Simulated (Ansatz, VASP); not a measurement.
# PtS2: VASP beside Ansatz

Contents of INCAR:

```
SYSTEM = PtS2
  ALGO = Normal
  EDIFF = 1E-8
  ENCUT = 520
  GGA = PS
  ISIF = 2
  ISMEAR = 0
  LASPH = .True.
  LCHARG = .False.
  LEFG = .True.
  LREAL = .False.
  LWAVE = .False.
  NELM = 100
  PREC = Accurate
  SIGMA = 0.02
```

The input KPOINTS:

```
k-points
0
Gamma
  9 9 5
  0 0 0
```

The input POSCAR:

```
PtS2
1.0
    3.5432000000      0.0000000000      0.0000000000
   -1.7716000000      3.0685012107      0.0000000000
    0.0000000000      0.0000000000      5.0388000000
Pt S
1 2
Direct
    0.0000000000      0.0000000000      0.0000000000
    0.6666666667      0.3333333333      0.7730000000
    0.3333333333      0.6666666667      0.2270000000
```

Contents of input.yaml:

```yaml
crystal:
  lattice:
    - [3.5432, 0.0, 0.0]
    - [-1.7716, 3.0685012107, 0.0]
    - [0.0, 0.0, 5.0388]
  atoms:
    - { symbol: Pt, position: [0.0, 0.0, 0.0] }
    - { symbol: S, position: [0.6666666667, 0.3333333333, 0.773] }
    - { symbol: S, position: [0.3333333333, 0.6666666667, 0.227] }
hamiltonian:
  xc: pbesol
  pseudopotentials: { kind: paw }
kpoints:
  mp_grid: { grid: [9, 9, 5] }
scf:
  occupations: { method: gaussian, width: 0.02 }
output:
  forces: true
  stress: true
  eigenvalues: true
```

Alike in both runs: functional PBEsol; k mesh 9 × 9 × 5; occupations gaussian, width 0.02 eV; no spin polarisation.

|  | VASP | Ansatz |
| --- | --- | --- |
| version | VASP 6.6.1 | Ansatz 0.2.0 |
| potentials or method | VASP PAW PBE potentials, release 64 (Pt, S) | Ansatz PAW |
| plane-wave cutoff (eV) | 520 | 420 |
| valence electrons in the cell | 22 | 30 |
| task | electric field gradients | single point |

Ansatz gave:

| Property | Result |
| --- | --- |
| gap on the k mesh at the Fermi level (eV) | 0.95 |
| least direct gap on the mesh (eV) | 0.99 |
| pressure (GPa) | 6.4 |
| largest component of the traceless stress (GPa) | 0.54 |
| rms of the force components (eV/Å) | 0.449 |

Q: What did VASP give for the same quantities?

A: gap on the k mesh at the Fermi level (eV): 0.96; least direct gap on the mesh (eV): 1.00; pressure (GPa): 6.1; largest component of the traceless stress (GPa): 0.40; rms of the force components (eV/Å): 0.438.

Atom by atom the forces differ by 0.010 eV/Å (rms over components). The two sets of potentials don't hold the same shells in valence.

Caveats: spin-orbit coupling is left out, which moves the levels of the heavy elements; the PAW data sets were made with another functional, which shifts forces and pressure a little (VASP); an odd mesh through Γ misses points on the zone boundary, where band edges often lie (VASP); odd divisions of the mesh miss points on the zone boundary, where band edges often lie, so the gap on the mesh can be too wide (Ansatz); the PAW data sets come from PBE, with cores solved anew for the run's functional, which leaves a small shift of forces and pressure (Ansatz). PBEsol gaps usually lie below the measured ones, often by a third to a half.
